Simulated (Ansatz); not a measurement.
## Si: equation of state with PBE0

Si:

```
CELL_PARAMETERS angstrom
-1.62691 1.62691 1.32033
1.62691 -1.62691 1.32033
1.62691 1.62691 -1.32033
ATOMIC_POSITIONS crystal
Si 0.00000 0.00000 0.00000
```

This isn't the form of Si at room conditions, which is diamond.

```json
{
  "Program": "Ansatz 0.2.0",
  "Task": "equation of state",
  "Functional": "PBE0",
  "Potentials or basis": "Ansatz PAW",
  "Cutoff": "420 eV",
  "Density cutoff": "1680 eV",
  "k mesh": "6 × 6 × 6",
  "Occupations": "fermi-dirac, width 0.05 eV",
  "Spin": "no spin polarisation"
}
```

```json
{
  "Equilibrium volume": "13.92 Å³/atom",
  "Bulk modulus at fixed shape and positions": "117 GPa",
  "Pressure derivative of the bulk modulus": "5.3"
}
```

Energy against volume, from the lowest point:
| volume (Å³/atom) | energy (meV/atom) |
| --- | --- |
| 13.140 | 17.89 |
| 13.420 | 7.01 |
| 13.699 | 1.24 |
| 13.979 | 0.00 |
| 14.258 | 2.76 |
| 14.538 | 9.04 |
| 14.818 | 18.40 |

All runs of the series together: 23 s on 2 threads of Arm Neoverse V2, with other jobs on the host.

Caveat: the k mesh is coarse (spacing up to 0.51 Å⁻¹), so the values aren't converged, least of all with exact exchange; the cell was scaled at fixed shape and fractional positions, which overstates the stiffness of a crystal with free parameters, most of all of layers and chains; the PAW data sets were made with another functional, which shifts forces and pressure a little.
